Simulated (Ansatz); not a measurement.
AgBr under changes of volume

One of the cells (23.644 Å³/atom); the others are scaled copies at fixed shape and fractional positions:

```
CELL_PARAMETERS angstrom
0.00000 2.87015 2.87015
2.87015 0.00000 2.87015
2.87015 2.87015 0.00000
ATOMIC_POSITIONS crystal
Ag 0.00000 0.00000 0.00000
Br 0.50000 0.50000 0.50000
```

```yaml
Program: Ansatz 0.2.0
Functional: BLYP
Dispersion: D3(BJ)
Potentials_or_basis: Ansatz PAW
Cutoff: "420 eV (not typed: the program's choice for these potentials)"
k_mesh: 8 × 8 × 8
Occupations: fermi-dirac, width 0.05 eV
Spin: no spin polarisation
```

```tsv
volume (Å³/atom)	energy over the lowest point (meV/atom)	pressure (GPa)
22.225	17.69	3.9
22.698	8.16	2.6
23.171	2.41	1.4
23.644	0.00	0.3
24.116	0.54	-0.6
24.589	?	?
25.062	9.17	-2.2
```

**Question.** What does the run at 24.589 Å³/atom give?

**Answer.** Energy over the lowest point 3.71 meV/atom; pressure -1.5 GPa.

Worked out: A Birch-Murnaghan fit of order 3 (a polynomial in V^(-2/3)) to the other rows has its minimum at 23.79 Å³/atom with B0 = V·E''(V) = 48 GPa and B' = 5.2. It gives 3.70 meV/atom at 24.589 Å³/atom, against the run's 3.71, and -dE/dV = -1.5 GPa, against -1.5.

Energies are extrapolated to zero smearing.

Caveats: the PAW data sets come from PBE, with cores solved anew for the run's functional, which leaves a small shift of forces and pressure.
